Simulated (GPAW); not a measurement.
# Si (P6/mmm) in GPAW: reference runs

Reference runs on Si: the cell as given.

Program: GPAW 26.7.0. These are calculated values, not measurements. Logs are shortened: lines on timing, memory, paths and dates and some standing lists are left out, and cuts for length are marked. The log counts tension as positive stress, the text compression.

### Step 1. The crystal as given

Symmetry: P6/mmm, No. 191, hexagonal system. The conventional cell has a = 4.121 Å, b = 4.121 Å, c = 2.655 Å, α = 90.00°, β = 90.00°, γ = 120.00°. Si (site symmetry -6m2) has 5 Si at 2.38 to 2.65 Å as nearest neighbours.

The cell was built by a generator and needn't be a form met in nature.

### Step 2. Single point, PBE

The input, run.py:

```python
from ase import Atoms
from ase.dft.bandgap import bandgap
from ase.io import write
from ase.units import Bohr, GPa
from gpaw import GPAW, PW
from gpaw.elf import elf_from_dft_calculation

atoms = Atoms(['Si', 'Si'],
              cell=[[4.1209498811, 0.0, 0.0],
                    [-2.0604749406, 3.5688472848, 0.0],
                    [0.0, 0.0, 2.65479]],
              scaled_positions=[[0.33333, 0.66667, 0.5],
                                [0.6666633333, 0.3333366667, 0.5]],
              pbc=True)

calc = GPAW(mode=PW(600),
            xc='PBE',
            kpts={'size': (8, 8, 10), 'gamma': True},
            occupations={'name': 'fermi-dirac', 'width': 0.05},
            nbands=11,
            convergence={'density': 1e-05, 'energy': 1e-05},
            maxiter=150,
            txt='gpaw.txt')
atoms.calc = calc
energy = atoms.get_potential_energy()
forces = atoms.get_forces()
stress = atoms.get_stress()
calc.write('gs.gpw')
write('result.traj', atoms)
print(f'Energy: {energy:.6f} eV')
print('Forces (eV/A):')
print(forces.round(4))
print('Stress (GPa):', (stress / GPa).round(3))
print('Fermi level:', round(calc.get_fermi_level(), 4), 'eV')
print(f'Gap: {bandgap(calc)[0]:.4f} eV, direct: {bandgap(calc, direct=True)[0]:.4f} eV')

# fields on the real-space grid
write('density.cube', atoms, data=calc.get_pseudo_density() * Bohr**3)
write('potential.cube', atoms, data=calc.get_electrostatic_potential())
write('elf.cube', atoms, data=elf_from_dft_calculation(calc).data)
```

Potentials or basis: GPAW PAW data sets (gpaw-data 1.2.1), pw.

Started as:

```
OMP_NUM_THREADS=1 python run.py
```

gpaw.txt:

```text
__  _  _
 | _ |_)|_||  |
 |__||  | ||/\| - 26.7.0

Input parameters:
  mode=PW(ecut=600.0),
  convergence={'density': 1e-05, 'energy': 1e-05},
  kpts=MonkhorstPack(size=(8, 8, 10), gamma=True),
  maxiter=150,
  nbands=11,
  occupations=Occupations(name='fermi-dirac', width=0.05),
  xc=XC(name='PBE')

Diagonalizing LCAO Hamiltonian
Converting LCAO to pw mode

        Si  Si

Atoms  # Å, Bohr magnetons
|   | symbol |         x |        y |        z |    initial magnetic moments |
|---|--------|-----------|----------|----------|-----------------------------|
| 0 |     Si | -0.000021 | 2.379243 | 1.327395 | ( 0.0000,  0.0000,  0.0000) |
| 1 |     Si |  2.060454 | 1.189628 | 1.327395 | ( 0.0000,  0.0000,  0.0000) |

Unit cell  # Å
| periodic |         x |        y |        z |  lengths |     angles |
|----------|-----------|----------|----------|----------|------------|
|      yes |  4.120950 | 0.000000 | 0.000000 | 4.120950 |  90.000000 |
|      yes | -2.060475 | 3.568847 | 0.000000 | 4.120950 |  90.000000 |
|      yes |  0.000000 | 0.000000 | 2.654790 | 2.654790 | 120.000000 |

Number of symmetries: 4
Symmetry operations  # r_c * U_cc + t_c -> r_c
|   | kind |            matrix            |
|---|------|------------------------------|
| 0 |  E   |  1, 0, 0,  0, 1, 0,  0, 0, 1 |
| 1 |  σ   |  1, 0, 0,  0, 1, 0,  0, 0,-1 |
| 2 |  σ   |  0,-1, 0, -1, 0, 0,  0, 0, 1 |
| 3 |  C2  |  0,-1, 0, -1, 0, 0,  0, 0,-1 |

BZ-sampling:
  Number of BZ points: 640
  Number of IBZ points: 126

  Monkhorst-Pack size: [8, 8, 10]
  Monkhorst-Pack shift: [0.0625, 0.0625, 0.05]

K-points  # in reciprocal-cell coordinates
|     |                                coordinates |     weight |
|-----|--------------------------------------------|------------|
|   0 | (  0.00000000,   0.00000000,   0.00000000) | 0.00156250 |
|   1 | (  0.00000000,   0.00000000,   0.10000000) | 0.00312500 |
|   2 | (  0.00000000,   0.00000000,   0.20000000) | 0.00312500 |
|   3 | (  0.00000000,   0.00000000,   0.30000000) | 0.00312500 |
|   4 | (  0.00000000,   0.00000000,   0.40000000) | 0.00312500 |
|   5 | (  0.00000000,   0.00000000,   0.50000000) | 0.00156250 |
|   6 | (  0.12500000,  -0.12500000,   0.00000000) | 0.00312500 |
|   7 | (  0.12500000,  -0.12500000,   0.10000000) | 0.00625000 |
|   8 | (  0.12500000,  -0.12500000,   0.20000000) | 0.00625000 |
|   9 | (  0.12500000,  -0.12500000,   0.30000000) | 0.00625000 |
| ... |                                            |            |
| 125 | (  0.50000000,   0.50000000,   0.50000000) | 0.00156250 |

Plane wave coefficients: 1330
Cutoff: 600.0 eV

Spin-components: 1 (collinear spins)
Bands:           11
Projectors:      10
Spin-degeneracy: 2
Datatype:        complex128

Parallelization:
  kpt:    1
  domain: 1
  band:   1

Density:
  Valence electrons: 8.0
  Components: 1
  Grid points: [24 24 15]
  Charge: 0.0  # |e|

Potential:
  Grid points: [24 24 15]

species:
  Si:
    name:    Silicon
    Z:       14.0
    valence: 4
    core:    10
    charge:  0.0  # [|e|]
    compensation charges:
      type: gauss
      rc: 0.33  # [Å]
      lmax: 2
    cutoffs:
      filter: 1.86  # [Å]
      core: 2.06  # [Å]
    projectors
    | kind |    occ | energy [eV] | rcut [Å] |
    |------|--------|-------------|----------|
    |   3s |  2.000 |     -10.812 |    1.058 |
    |   3p |  2.000 |      -4.081 |    1.058 |
    |    s |        |      16.399 |    1.058 |
    |    p |        |      23.130 |    1.058 |
    |    d |        |       0.000 |    1.058 |

    Using partial waves for Si as LCAO basis

Reference energy: -15772.688500  # eV

eigensolver:
  PPCG
  Converge bands: occupied
  niter=2

density mixing:
  MSR1-Mixer
  Pratt-step length: 0.05
  Maximum mixing coefficient: 0.75
  Old densities: 10
  SVD Regularization: 0.005
  Good broyden scale: 1.0
  Trust region scale: 1.0
  Backstep threshold: 4.0
  History deletion threshold: 6.0
  Fourier metric: weight=20.0, sigma=0.015

occupation numbers:
  Fermi-Dirac:
    width: 0.0500  # eV

poisson solver:
  ecut: 4800.0  # eV

xc functional:
  name: PBE with 2 nearest neighbor stencil

convergence criteria:
- Maximum integral of absolute [dens]ity change: 1e-05 electrons / valence electron
- Maximum [total energy] change in last 3 cyles: 1e-05 eV / valence electron
- Maximum integral of absolute [eigenst]ate change: 4e-08 eV^2 / valence electron
maximum number of iterations: 150

SCF iterations
|iter     | |      energy | eigst |  dens |
|---------|-|-------------|-------|-------|
|iter:   1| |  -10.068097 | -0.04 |       |
|iter:   2| |  -10.069288 | -2.42 | -0.95 |
|iter:   3| |  -10.037209 | -2.60 | -0.97 |
|iter:   4| |  -10.036802 | -3.34 | -1.52 |
|iter:   5| |  -10.037054 | -5.18 | -2.34 |
|iter:   6| |  -10.037069 | -6.55 | -3.10 |
|iter:   7| |  -10.037070c| -7.74c| -3.77 |
|iter:   8| |  -10.037070c| -8.58c| -4.18 |
|iter:   9| |  -10.037070c| -8.08c| -4.76 |
|iter:  10| |  -10.037070c| -8.99c| -5.42c|

Converged in 10 steps
Energy contributions relative to reference atoms: (reference = -15772.688500)

Energy contributions:
  Kinetic:          11.158652
  Coulomb:          -9.442090
  Zero:             -0.026584
  External:          0.000000
  Xc:              -11.723969
  Entropy:          -0.006156
  Spinorbit:         0.000000
  ----------------------------
  Free energy:     -10.040148
  Extrapolated:    -10.037070

dipole moment: (-0.000108, 0.000056, -0.000004)  # |e|*Ang

Fermi level: 5.648
Eigenvalues  # (at kpt = [0.000, 0.000, 0.000])
| band index |      eig [eV] | occ [0-2] |
|------------|---------------|-----------|
|          0 |        -6.669 |     2.000 |
|          1 |         2.778 |     2.000 |
|          2 |         2.778 |     2.000 |
|          3 |         2.903 |     2.000 |
|          4 |         6.902 |     0.000 |
|          5 |         6.902 |     0.000 |
|          6 |        11.233 |     0.000 |
|          7 |        12.032 |     0.000 |
|          8 |        14.453 |     0.000 |
|          9 |        18.634 |     0.000 |
|         10 |        22.391 |     0.000 |

No gap
No difference between direct/indirect transitions

Forces  # eV/Ang
|        x |        y |       z |
|----------|----------|---------|
| -0.00000 |  0.00000 | 0.00000 |  # Si   0
|  0.00000 | -0.00000 | 0.00000 |  # Si   1

Stress tensor  # eV/Ang^3
|         x |         y |        z |
|-----------|-----------|----------|
| -0.004030 |  0.000000 | 0.000000 |
|  0.000000 | -0.004030 | 0.000000 |
|  0.000000 |  0.000000 | 0.002429 |

# Writing to gs.gpw (mode='')
```

Run time: 22 s. Hardware: 1 thread of Arm Neoverse V2, shared host; peak memory 0.18 GiB.

Results:

* Free energy: -10.0401 eV
* Pressure: 0.3 GPa
* Band gap on the k mesh: none (metal or under the smearing width)

Stress tensor (GPa, compression positive):
```
 0.65  0.00  0.00
 0.00  0.65  0.00
 0.00  0.00 -0.39
```
